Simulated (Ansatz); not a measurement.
Te$_{2}$Pt from LDA upwards

The starting cell is an entry of the Crystallography Open Database (1963):

```
CELL_PARAMETERS angstrom
4.01000 0.00000 0.00000
-2.00500 3.47276 0.00000
0.00000 0.00000 5.20100
ATOMIC_POSITIONS crystal
Te 0.33333 0.66667 0.25000
Te 0.66667 0.33333 0.75000
Pt 0.00000 0.00000 0.00000
```

Atoms and cell were relaxed at zero pressure with plane-wave PAW DFT (Ansatz 0.2.0; one set of PAW datasets, made under PBE, for all functionals; 420 eV, r2SCAN 500 eV; 9×9×6 Γ-centred mesh, fermi-dirac occupations of width 0.100 eV; no spin polarisation, no spin-orbit coupling, no dispersion correction), keeping the symmetry (P-3m1, No. 164).

Question: How do the functionals compare with each other and with the entry?

Answer: The relaxed conventional cells:

```csv
functional,a (Å),c (Å),volume (Å³/atom),formation energy (eV/atom)
LDA,4.021,5.093,23.77,-0.419
PBEsol,4.045,5.138,24.27,-0.411
PBE,4.091,5.363,25.91,-0.389
r2SCAN,4.051,5.463,25.88,-0.430
the entry,4.010,5.201,24.14,–
```

LDA gives the smallest volume and PBE the largest, 9.0 % more, the usual order, since LDA overbinds and PBE's gradient terms loosen the lattice. Against the entry's volume: LDA -1.6 %, PBEsol +0.5 %, PBE +7.3 %, r2SCAN +7.2 %. No verdict is drawn from this: the entry is old or was flagged in a check, so the entry may be off as well as the functionals. The axis c stretches most from LDA to PBE (5.3 %), the mark of a weakly bound direction, where the missing dispersion matters. The formation energies span 0.04 eV an atom, lowest under r2SCAN.

Caveats: each relaxation keeps the start's symmetry, so a distorted cell may lie lower; computed cells are at 0 K with fixed nuclei, while the entry holds thermal expansion, often some tenths of a per cent in volume and more in soft crystals; no spin-orbit coupling, which moves formation energies of heavy elements; without dispersion the spacing of weakly bound layers is ill defined; formation energies are at zero smearing against the elements' usual phases under the same functional, gases as free molecules, uncorrected.
